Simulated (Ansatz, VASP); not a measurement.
**One calculation of In, two programs**

```
CELL_PARAMETERS angstrom
-1.91945 1.91945 1.91945
1.91945 -1.91945 1.91945
1.91945 1.91945 -1.91945
ATOMIC_POSITIONS crystal
In 0.00000 0.00000 0.00000
```

Change from the starting cell: volume scaled by 1.06.

Alike in both runs: task single point; functional PBE; k mesh 10 × 10 × 10; occupations fermi-dirac, width 0.05 eV; no spin polarisation.

```csv
,VASP,Ansatz
version,VASP 6.6.1,Ansatz 0.2.0
potentials or method,"VASP PAW PBE potentials, release 64 (In_d)",Ansatz PAW
plane-wave cutoff (eV),520,420
valence electrons in the cell,13,13
```

|  | VASP | Ansatz | Ansatz less VASP |
| --- | --- | --- | --- |
| gap on the k mesh at the Fermi level (eV) | none | none | - |
| pressure (GPa) | -0.6 | -0.6 | +0.04 |

A gap of «none» marks a metal or a gap that the smearing closes. The functional is the same, so the differences come from potentials, cutoffs and numerics.
